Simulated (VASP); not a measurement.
# CdTe (F-43m) in VASP: single point with PBE

Aim: the single point of CdTe with PBE.

Program: VASP 6.6.1. These are calculated values, not measurements. Logs are shortened: lines on timing, memory, paths and dates and some standing lists are left out, and cuts for length are marked.

### Step 1. The crystal as given

The structure is cubic, space group F-43m (No. 216). Conventional cell: a = 6.410 Å, b = 6.410 Å, c = 6.410 Å, α = 90.00°, β = 90.00°, γ = 90.00°. Cd (site symmetry -43m) has 4 Te at 2.78 Å as nearest neighbours. Te (site symmetry -43m) has 4 Cd at 2.78 Å as nearest neighbours.

### Step 2. Single point, PBE

The input, INCAR:

```
SYSTEM = CdTe
PREC = Accurate
ENCUT = 520
EDIFF = 1E-6
ISMEAR = 1
SIGMA = 0.02
LREAL = .False.
LASPH = .True.
NELM = 100
ALGO = Normal
ISIF = 2
LWAVE = .False.
LCHARG = .False.
GGA = PE
NBANDS = 16
```

The input, KPOINTS:

```
Automatic mesh
0
Gamma
  4 4 4
  0 0 0
```

The input, POSCAR:

```
CdTe
1.0
    0.0000000000      3.2050000000      3.2050000000
    3.2050000000      0.0000000000      3.2050000000
    3.2050000000      3.2050000000      0.0000000000
Cd Te
1 1
Direct
    0.0000000000      0.0000000000      0.0000000000
    0.2500000000      0.2500000000      0.2500000000
```

Potentials or basis: VASP PAW PBE potentials, release 64 (Cd, Te).

On the command line:

```console
> cat potpaw_PBE.64/Cd/POTCAR potpaw_PBE.64/Te/POTCAR > POTCAR
> mpirun -np 1 vasp_std > vasp.out
```

OUTCAR:

```text
SYSTEM = CdTe
   PREC = Accurate
   ENCUT = 520
   EDIFF = 1E-6
   ISMEAR = 1
   LREAL = .False.
   LASPH = .True.
   NELM = 100
   ISIF = 2
   GGA = PE

 ion  position               nearest neighbor table
   1  0.000  0.000  0.000-   2 2.78   2 2.78   2 2.78   2 2.78
   2  0.250  0.250  0.250-   1 2.78   1 2.78   1 2.78   1 2.78

  LATTYP: Found a face centered cubic cell.
 ALAT       =     6.4100000000

  Lattice vectors:

 A1 = (   0.0000000000,   3.2050000000,   3.2050000000)
 A2 = (   3.2050000000,   0.0000000000,   3.2050000000)
 A3 = (   3.2050000000,   3.2050000000,   0.0000000000)

Analysis of symmetry for initial positions (statically):
=====================================================================
 Subroutine PRICEL returns:
 Original cell was already a primitive cell.

 Routine SETGRP: Setting up the symmetry group for a
 face centered cubic supercell.

 Subroutine GETGRP returns: Found 24 space group operations
 (whereof 24 operations were pure point group operations)
 out of a pool of 48 trial point group operations.

The static configuration has the point symmetry T_d .

Analysis of symmetry for dynamics (positions and initial velocities):
=====================================================================
 Subroutine PRICEL returns:
 Original cell was already a primitive cell.

 Routine SETGRP: Setting up the symmetry group for a
 face centered cubic supercell.

 Subroutine GETGRP returns: Found 24 space group operations
 (whereof 24 operations were pure point group operations)
 out of a pool of 48 trial point group operations.

The dynamic configuration has the point symmetry T_d .

 Subroutine INISYM returns: Found 24 space group operations
 (whereof 24 operations are pure point group operations),
 and found     1 'primitive' translations

----------------------------------------------------------------------------------------

                                     Primitive cell

  volume of cell :      65.8437

  direct lattice vectors                    reciprocal lattice vectors
     0.000000000  3.205000000  3.205000000    -0.156006240  0.156006240  0.156006240
     3.205000000  0.000000000  3.205000000     0.156006240 -0.156006240  0.156006240
     3.205000000  3.205000000  0.000000000     0.156006240  0.156006240 -0.156006240

  length of vectors
     4.532554467  4.532554467  4.532554467     0.270210734  0.270210734  0.270210734

  position of ions in fractional coordinates (direct lattice)
     0.000000000  0.000000000  0.000000000
     0.250000000  0.250000000  0.250000000

  ion indices of the primitive-cell ions
   primitive index   ion index
                 1           1
                 2           2

----------------------------------------------------------------------------------------

 KPOINTS: Automatic mesh

Automatic generation of k-mesh.
 Grid dimensions read from file:
 generate k-points for:    4    4    4

 Generating k-lattice:

  Cartesian coordinates                     Fractional coordinates (reciprocal lattice)
    -0.039001560  0.039001560  0.039001560     0.250000000  0.000000000  0.000000000
     0.039001560 -0.039001560  0.039001560     0.000000000  0.250000000  0.000000000
     0.039001560  0.039001560 -0.039001560     0.000000000  0.000000000  0.250000000

  Length of vectors
     0.067552684  0.067552684  0.067552684

  Shift w.r.t. Gamma in fractional coordinates (k-lattice)
     0.000000000  0.000000000  0.000000000

 Subroutine IBZKPT returns following result:
 ===========================================

 Found      8 irreducible k-points:

 Following reciprocal coordinates:
            Coordinates               Weight
  0.000000  0.000000  0.000000      1.000000
  0.250000  0.000000  0.000000      8.000000
  0.500000  0.000000  0.000000      4.000000
  0.250000  0.250000  0.000000      6.000000
  0.500000  0.250000  0.000000     24.000000
 -0.250000  0.250000  0.000000     12.000000
  0.500000  0.500000  0.000000      3.000000
 -0.250000  0.500000  0.250000      6.000000
   k-points           NKPTS =      8   k-points in BZ     NKDIM =      8   number of bands    NBANDS=     16
   number of dos      NEDOS =    301   number of ions     NIONS =      2
   total plane-waves  NPLWV =  46656
   dimension x,y,z NGX =    36 NGY =   36 NGZ =   36
   dimension x,y,z NGXF=    72 NGYF=   72 NGZF=   72
   ions per type =               1   1
   NGX,Y,Z   is equivalent  to a cutoff of  13.20, 13.20, 13.20 a.u.
   NGXF,Y,Z  is equivalent  to a cutoff of  26.41, 26.41, 26.41 a.u.
 SYSTEM =  CdTe
   PREC   = accura    normal or accurate (medium, high low for compatibility)
   ISTART =      0    job   : 0-new  1-cont  2-samecut
   ICHARG =      2    charge: 1-file 2-atom 10-const
   ISPIN  =      1    spin polarized calculation?
   LNONCOLLINEAR =      F non collinear calculations
   LSORBIT =      F    spin-orbit coupling
   LASPH  =      T    aspherical Exc in radial PAW
   ENCUT  =  520.0 eV  38.22 Ry    6.18 a.u.   8.43  8.43  8.43*2*pi/ulx,y,z
   NELM   =    100;   NELMIN=  2; NELMDL= -5     # of ELM steps
   EDIFF  = 0.1E-05   stopping-criterion for ELM
   LREAL  =      F    real-space projection
   EDIFFG = 0.1E-04   stopping-criterion for IOM
   NSW    =      0    number of steps for IOM
   IBRION =     -1    ionic relax: 0-MD 1-quasi-New 2-CG
   NFREE  =      0    steps in history (QN), initial steepest desc. (CG)
   ISIF   =      2    stress and relaxation
   ISYM   =      2    0-nonsym 1-usesym 2-fastsym
   POTIM  = 0.5000    time-step for ionic-motion
   TEBEG  =    0.0;   TEEND  =   0.0 temperature during run
   PSTRESS=    0.0 pullay stress
   NELECT =      18.0000    total number of electrons
   NUPDOWN=      -1.0000    fix difference up-down
   EMIN   =  10.00;   EMAX   =-10.00  energy-range for DOS
   EFERMI =   0.00;   METHOD = LEGACY
   ISMEAR =     1;   SIGMA  =   0.02  broadening in eV -4-tet -1-fermi 0-gaus
   EFERMI_NEDOS =   21; number of points for ismear=-14 and -15
   IALGO  =     38    algorithm
   IMIX   =      4    mixing-type and parameters
     AMIX     =   0.40;   BMIX     =  1.00
     AMIX_MAG =   1.60;   BMIX_MAG =  1.00
  volume/ion in A,a.u.               =      32.92       222.17
  Fermi-wavevector in a.u.,A,eV,Ry     =   1.062497  2.007828 15.359610  1.128899
  Thomas-Fermi vector in A             =   2.197950
   LORBIT       =      0    0 simple, 1 ext, 2 COOP (PROOUT), +10 PAW based schemes
   GGA     = PE    functional components
   LHFCALC =     F    Hartree Fock is set to
   AEXX    =    0.0000 exact exchange contribution
   IVDW    =     0    specifies the selected vdW correction
   LEPSILON=     F    determine dielectric tensor
   LRPA    =     F    only Hartree local field effects (RPA)
 non-spin polarized calculation
 Methfessel and Paxton  Order N= 1 SIGMA  =   0.02
  energy-cutoff  :      520.00
  volume of cell :       65.84
 maximum number of plane-waves:      1807
 NGX is ok and might be reduce to    36
   NGX = 17   NGY = 17   NGZ = 17

 number of electron      17.9999995 magnetization

 Free energy of the ion-electron system (eV)
  ---------------------------------------------------
  ext. energy  EPLUGINS =         0.00000000
  ---------------------------------------------------
  free energy    TOTEN  =        -4.66088814 eV

  energy without entropy =       -4.66094250  energy(sigma->0) =       -4.66090626

 E-fermi :   2.6984     XC(G=0):  -8.7179

 val. band max:        2.6815855402   @ k =   0.0000   0.0000   0.0000
 cond. band min:       3.5433746668   @ k =   0.0000   0.0000   0.0000
 fundamental gap:      0.8617891267
 Fermi energy:         2.6984231111

 k-point     1 :       0.0000    0.0000    0.0000
  band No.  band energies     occupation
      1      -8.6822      2.00000
      2      -5.7550      2.00000
      3      -5.7550      2.00000
      4      -5.7550      2.00000
      5      -5.4717      2.00000
      6      -5.4717      2.00000
[... 8 lines left out ...]
     15      12.0820      0.00000
     16      12.0820      0.00000

 k-point     2 :       0.2500    0.0000    0.0000
  band No.  band energies     occupation
      1      -8.4667      2.00000
      2      -5.7159      2.00000
      3      -5.7159      2.00000
      4      -5.5455      2.00000
      5      -5.4722      2.00000
      6      -5.4722      2.00000
[... 8 lines left out ...]
     15      11.1333      0.00000
     16      11.1333      0.00000

 k-point     3 :       0.5000    0.0000    0.0000
  band No.  band energies     occupation
      1      -8.2549      2.00000
      2      -5.6861      2.00000
      3      -5.6861      2.00000
      4      -5.4617      2.00000
      5      -5.4617      2.00000
      6      -5.0865      2.00000
[... 8 lines left out ...]
     15      13.0584      0.00000
     16      13.0584      0.00000

 k-point     4 :       0.2500    0.2500    0.0000
  band No.  band energies     occupation
      1      -8.3969      2.00000
      2      -5.6704      2.00000
      3      -5.6704      2.00000
      4      -5.5892      2.00000
      5      -5.4550      2.00000
      6      -5.4428      2.00000
[... 8 lines left out ...]
     15      12.6109      0.00000
     16      13.4489      0.00000

 k-point     5 :       0.5000    0.2500    0.0000
  band No.  band energies     occupation
      1      -8.1910      2.00000
      2      -5.6504      2.00000
      3      -5.6286      2.00000
      4      -5.5177      2.00000
      5      -5.4542      2.00000
      6      -5.0292      2.00000
[... 8 lines left out ...]
     15      13.2731      0.00000
     16      13.7764      0.00000

 k-point     6 :      -0.2500    0.2500    0.0000
  band No.  band energies     occupation
      1      -8.2578      2.00000
      2      -5.6675      2.00000
      3      -5.6662      2.00000
      4      -5.4808      2.00000
      5      -5.4805      2.00000
      6      -5.1774      2.00000
[... 8 lines left out ...]
     15      12.3072      0.00000
     16      13.8908      0.00000

 k-point     7 :       0.5000    0.5000    0.0000
  band No.  band energies     occupation
      1      -8.1255      2.00000
      2      -5.5909      2.00000
      3      -5.5750      2.00000
      4      -5.5750      2.00000
      5      -5.4383      2.00000
      6      -4.9333      2.00000
[... 8 lines left out ...]
     15      13.5359      0.00000
     16      14.3486      0.00000

 k-point     8 :      -0.2500    0.5000    0.2500
  band No.  band energies     occupation
      1      -8.1275      2.00000
      2      -5.6197      2.00000
      3      -5.6169      2.00000
      4      -5.5037      2.00000
      5      -5.4725      2.00000
      6      -4.8403      2.00000
[... 8 lines left out ...]
     15      13.9205      0.00000
     16      14.1022      0.00000

------------------------ aborting loop because EDIFF is reached ----------------------------------------

  FORCE on cell =-STRESS in cart. coord.  units (eV):
  Direction    XX          YY          ZZ          XY          YZ          ZX
  --------------------------------------------------------------------------------------
  -------------------------------------------------------------------------------------
  Total        1.9118065      1.9118065      1.9118065      0.0000000      0.0000000      0.0000000
  in kB       46.5200753     46.5200753     46.5200753      0.0000000      0.0000000      0.0000000
  external PRESSURE =      46.5200753 kB  Pullay stress =       0.0000000 kB

 VOLUME and BASIS-vectors are now :
 -----------------------------------------------------------------------------
  energy-cutoff  :      520.00
  volume of cell :       65.84
      direct lattice vectors                 reciprocal lattice vectors
     0.000000000  3.205000000  3.205000000    -0.156006240  0.156006240  0.156006240
     3.205000000  0.000000000  3.205000000     0.156006240 -0.156006240  0.156006240
     3.205000000  3.205000000  0.000000000     0.156006240  0.156006240 -0.156006240

 POSITION                                       TOTAL-FORCE (eV/Angst)
 -----------------------------------------------------------------------------------
      0.00000      0.00000      0.00000         0.000000     -0.000000     -0.000000
      1.60250      1.60250      1.60250        -0.000000      0.000000      0.000000
 -----------------------------------------------------------------------------------
    total drift:                               -0.000000     -0.000000     -0.000000

  FREE ENERGIE OF THE ION-ELECTRON SYSTEM (eV)
  ---------------------------------------------------
  free  energy   TOTEN  =        -4.6608881418 eV

  energy  without entropy=       -4.6609424972  energy(sigma->0) =       -4.66090626
```

Run time: 7.9 s. Hardware: 1 thread of AMD EPYC 9R45 (Zen 5), shared host; peak memory 0.17 GiB.

Results:

| Property | Result |
| --- | --- |
| Free energy | -4.6609 eV |
| Pressure | 4.7 GPa |
| Band gap on the k mesh | 0.86 eV, direct |

Levels at points of the mesh, in eV from the valence-band top:
| k point | band 6 | band 7 | band 8 | band 9 | band 10 | band 11 | band 12 | band 13 |
| --- | --- | --- | --- | --- | --- | --- | --- | --- |
| (0.00, 0.00, 0.00) | -8.15 | 0.00 | 0.00 | 0.00 | 0.86 | 4.56 | 4.56 | 4.56 |
| (0.50, 0.00, 0.00) | -7.77 | -4.63 | -0.83 | -0.83 | 1.84 | 5.15 | 5.15 | 7.09 |
| (0.50, 0.50, 0.00) | -7.61 | -4.48 | -1.99 | -1.99 | 2.52 | 2.65 | 9.03 | 9.29 |

Caveat: the k mesh is coarse (spacing up to 0.42 Å⁻¹), so the values aren't converged; spin-orbit coupling is left out, which moves the levels of the heavy elements.
